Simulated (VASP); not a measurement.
## Sn: relaxation of cell and atoms with LDA

The system is Sn.

```
CELL_PARAMETERS angstrom
0.00000 3.23334 3.23334
3.23334 0.00000 3.23334
3.23334 3.23334 0.00000
ATOMIC_POSITIONS crystal
Sn 0.00000 0.00000 0.00000
Sn 0.25000 0.25000 0.25000
```

This isn't the form of Sn at room conditions, which is tetragonal (white tin).

```
Program                : VASP 6.6.1
Task                   : relaxation of cell and atoms
Functional             : LDA
Potentials or basis    : VASP PAW LDA potentials, release 64 (Sn_d)
Cutoff                 : 600 eV
k mesh                 : 10 × 10 × 10
Occupations            : gaussian, width 0.03 eV
Spin                   : no spin polarisation
Further INCAR settings : ALGO = Normal; EDIFF = 1e-06; IBRION = 2; EDIFFG = -0.01; NSW = 90; ISIF = 3
```

- Relaxed volume: 33.92 Å³/atom
- Relaxed cell: a = 4.578 Å, b = 4.578 Å, c = 4.578 Å, α = 60.00°, β = 60.00°, γ = 60.00°
- Space group after relaxing (to 0.05 Å): Fd-3m (No. 227)
- Energy gained by relaxing: 0.1 meV/atom
- Ionic steps: 3
- Pressure after relaxing: 0.0 GPa
- Band gap on the k mesh: none (metal or under the smearing width)

The path:
```csv
step,energy change (eV),largest force (eV/Å),pressure (GPa),volume (Å³)
1,0.0000,0.0000,0.17,67.61
2,-0.0001,0.0000,-0.09,67.97
3,-0.0001,0.0000,0.04,67.84
```

Final structure:
```
Sn
1.0
     0.00000    3.23704    3.23704
     3.23704    0.00000    3.23704
     3.23704    3.23704    0.00000
Sn
2
Direct
  0.00000 0.00000 0.00000
  0.25000 0.25000 0.25000
```

Levels at points of the mesh, in eV from the Fermi level:
```tsv
k point	band 10	band 11	band 12	band 13	band 14	band 15	band 16	band 17	band 18
(0.00, 0.00, 0.00)	-21.16	-10.62	-0.67	0.16	0.16	0.16	2.22	2.22	2.22
(0.50, 0.00, 0.00)	-21.11	-8.98	-6.29	-1.05	-1.05	-0.01	3.30	3.30	5.60
(0.50, 0.50, 0.00)	-21.09	-7.51	-7.51	-2.41	-2.41	0.83	0.83	7.77	7.77
```

Wall time 53 s on 1 thread of Intel(R) Xeon(R) 6975P-C (Granite Rapids) (shared host), peak memory 0.22 GiB.
